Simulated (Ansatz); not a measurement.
Li2O under several functionals and dispersion corrections (calculated)

Starting cell:

```cif
data_structure
_symmetry_space_group_name_H-M 'Fm-3m'
_symmetry_Int_Tables_number 225
_cell_length_a 4.6190
_cell_length_b 4.6190
_cell_length_c 4.6190
_cell_angle_alpha 90.000
_cell_angle_beta 90.000
_cell_angle_gamma 90.000
_cell_volume 98.55
loop_
_atom_site_label
_atom_site_type_symbol
_atom_site_symmetry_multiplicity
_atom_site_Wyckoff_symbol
_atom_site_fract_x
_atom_site_fract_y
_atom_site_fract_z
_atom_site_occupancy
Li1 Li 8 c 0.25000 0.75000 0.75000 1
O1 O 4 a 0.00000 0.00000 0.00000 1
```

Ansatz, plane waves and PAW, scalar-relativistic (no spin–orbit coupling), 8×8×8 k-mesh. No spin polarisation. In the setting of the table the starting cell (space group Fm-3m) has 3.266 × 3.266 × 3.266 Å, angles 60.0 / 60.0 / 60.0°. Each functional was followed to zero pressure by scaling the cell, shape and atoms held, then fitted over four more volumes within ±4 % of it.

(1) What cell, stiffness and gap does each give?

## Answers

(1) 
```json
{"functional": "BLYP", "V0 (Å³/atom)": "8.32", "cell": "3.281 × 3.281 × 3.281 Å, angles 60.0 / 60.0 / 60.0°", "B0 (GPa)": "77", "B′ from the pressures": "3.9", "gap on the mesh": "5.30 eV", "cutoff (eV)": "420"}
{"functional": "r2SCAN + D4", "V0 (Å³/atom)": "7.90", "cell": "3.225 × 3.225 × 3.225 Å, angles 60.0 / 60.0 / 60.0°", "B0 (GPa)": "88", "B′ from the pressures": "3.9", "gap on the mesh": "5.78 eV", "cutoff (eV)": "500"}
{"functional": "revPBE", "V0 (Å³/atom)": "8.57", "cell": "3.313 × 3.313 × 3.313 Å, angles 60.0 / 60.0 / 60.0°", "B0 (GPa)": "73", "B′ from the pressures": "3.8", "gap on the mesh": "5.01 eV", "cutoff (eV)": "420"}
{"functional": "r2SCAN", "V0 (Å³/atom)": "7.97", "cell": "3.234 × 3.234 × 3.234 Å, angles 60.0 / 60.0 / 60.0°", "B0 (GPa)": "87", "B′ from the pressures": "3.9", "gap on the mesh": "5.77 eV", "cutoff (eV)": "500"}
{"functional": "revPBE + D3(BJ)", "V0 (Å³/atom)": "7.49", "cell": "3.168 × 3.168 × 3.168 Å, angles 60.0 / 60.0 / 60.0°", "B0 (GPa)": "93", "B′ from the pressures": "3.9", "gap on the mesh": "5.28 eV", "cutoff (eV)": "420"}
```

The volumes span 14.5 %, from revPBE + D3(BJ) to revPBE, and the stiffness falls as the cell grows. Adding D3(BJ) to revPBE pulls the cell in by 12.6 %. Adding D4 to r2SCAN pulls the cell in by 0.8 %.

Caveats: gaps at these levels are rough, and mostly too small.

Points behind the fit for revPBE + D3(BJ):

| V (Å³/atom) | E − Emin (meV/atom) | P (GPa) |
| --- | --- | --- |
| 7.195 | 3.54 | 4.00 |
| 7.345 | 0.84 | 1.86 |
| 7.495 | 0.00 | -0.07 |
| 7.645 | 0.91 | -1.83 |
| 7.795 | 3.40 | -3.42 |
